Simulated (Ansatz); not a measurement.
PbS (Galena):

```
CELL_PARAMETERS angstrom
0.00000 2.96575 2.96575
2.96575 0.00000 2.96575
2.96575 2.96575 0.00000
ATOMIC_POSITIONS crystal
Pb 0.00000 0.00000 0.00000
S 0.50000 0.50000 0.50000
```

Base run:

| Item | Value |
| --- | --- |
| Program | Ansatz 0.2.0 |
| Functional | PBE0 |
| Potentials or basis | all-electron PAW datasets made for the crystal |
| Cutoff | 290 eV (chosen from the basis error) |
| k mesh | 6 × 6 × 6 |
| Occupations | fermi-dirac, width 0.05 eV |
| Spin | no spin polarisation |

Its results: band gap on the k mesh 1.36 eV, direct; pressure 1.2 GPa.

**Question.** The run is repeated on the same cell with these changes: functional from PBE0 to HSE06. What comes out?

**Answer.** Band gap on the k mesh 0.78 eV, direct; pressure 1.1 GPa.

Caveats: spin-orbit coupling is left out, which as a rule narrows the gap of such compounds by several tenths of an eV.

A k mesh can miss the band edges.
